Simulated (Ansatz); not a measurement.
# SrCl2: energy and pressure over a range of volumes

The task here is to estimate one member of a computed series from the others.

Method: DFT LDA, scalar-relativistic, in Ansatz 0.2.0.

### The system as given

Symmetry: Fm-3m, No. 225, cubic system. The conventional cell has a = 6.971 Å, b = 6.971 Å, c = 6.971 Å, α = 90.00°, β = 90.00°, γ = 90.00°. Around Sr (site symmetry m-3m) lie 8 Cl at 3.02 Å. Around Cl (site symmetry -43m) lie 4 Sr at 3.02 Å.

Coordinates:

```xyz
3
Lattice="0.0000 3.4855 3.4855 3.4855 0.0000 3.4855 3.4855 3.4855 0.0000" Properties=species:S:1:pos:R:3 pbc="T T T"
Sr    0.0000    0.0000    0.0000
Cl    1.7428    1.7428    1.7428
Cl    5.2283    5.2283    5.2283
```

The structure is an experimental refinement, used without relaxation.

Atoms are numbered in the order of the input: Sr1, Cl2, Cl3.

The first run:

The input, input.yaml:

```yaml
crystal:
  lattice:
    - [0.0, 3.4143473819, 3.4143473819]
    - [3.4143473819, 0.0, 3.4143473819]
    - [3.4143473819, 3.4143473819, 0.0]
  atoms:
    - { symbol: Sr, position: [0.0, 0.0, 0.0] }
    - { symbol: Cl, position: [0.25, 0.25, 0.25] }
    - { symbol: Cl, position: [0.75, 0.75, 0.75] }
kpoints:
  mp_grid: { grid: [8, 8, 8] }
  band_path:
    path:
      - [0.0, 0.0, 0.0]
      - [0.5, 0.0, 0.5]
      - [0.625, 0.25, 0.625]
      - [0.375, 0.375, 0.75]
      - [0.0, 0.0, 0.0]
      - [0.5, 0.5, 0.5]
      - [0.5, 0.25, 0.75]
      - [0.5, 0.0, 0.5]
    npoints: 5
scf:
  occupations: { method: fermi_dirac, width: 0.01 }
hamiltonian:
  xc: lda
  pseudopotentials: { kind: all_electron, lapw: { basis_error: 0.001 } }
output:
  forces: true
  stress: true
  eigenvalues: true
```

Started as:

```
$ ansatz run input.yaml --threads 1 --pin off --max-ram 4096MiB --backend cpu --events-out ev --progress --plain --runs-dir out
```

Steps of the session up to this table: Volume × 0.94, LAPW; Volume × 0.94, PAW; Volume × 0.94, crystal datasets; Volume × 0.98, LAPW; Volume × 0.98, PAW; Volume × 0.98, crystal datasets; Volume × 1.01, LAPW; Volume × 1.01, PAW; Volume × 1.01, crystal datasets; Volume × 1.04, LAPW; Volume × 1.04, PAW; Volume × 1.04, crystal datasets.

One of the session's tables, all rows but one given; the rest of the session is left out.

| method | volume (Å³/atom) | pressure (GPa) | gap on the k mesh (eV) |
| --- | --- | --- | --- |
| LAPW | 26.536 | -0.53 | 5.11 |
| LAPW | 27.665 | -2.11 | 4.97 |
| LAPW | 28.230 | -2.77 | 4.89 |
| LAPW | 28.512 | -3.07 | 4.85 |
| LAPW | 29.359 | -3.87 | 4.75 |
| PAW | 26.536 | ? | ? |
| PAW | 27.665 | -2.11 | 4.97 |
| PAW | 28.230 | -2.77 | 4.89 |
| PAW | 28.512 | -3.07 | 4.85 |
| PAW | 29.359 | -3.87 | 4.74 |
| crystal datasets | 26.536 | -0.53 | 5.11 |
| crystal datasets | 27.665 | -2.11 | 4.97 |
| crystal datasets | 28.230 | -2.77 | 4.89 |
| crystal datasets | 28.512 | -3.07 | 4.85 |
| crystal datasets | 29.359 | -3.87 | 4.75 |

Estimate the missing values for PAW, 26.536.

As computed: pressure (GPa): -0.54; gap on the k mesh (eV): 5.11. In the column «pressure (GPa)» it lies between crystal datasets, 27.665 (-2.11) and LAPW, 26.536 (-0.53).

Limits of these values: Warnings in the runs' records: gradients without spin orbit, crystal datasets made.
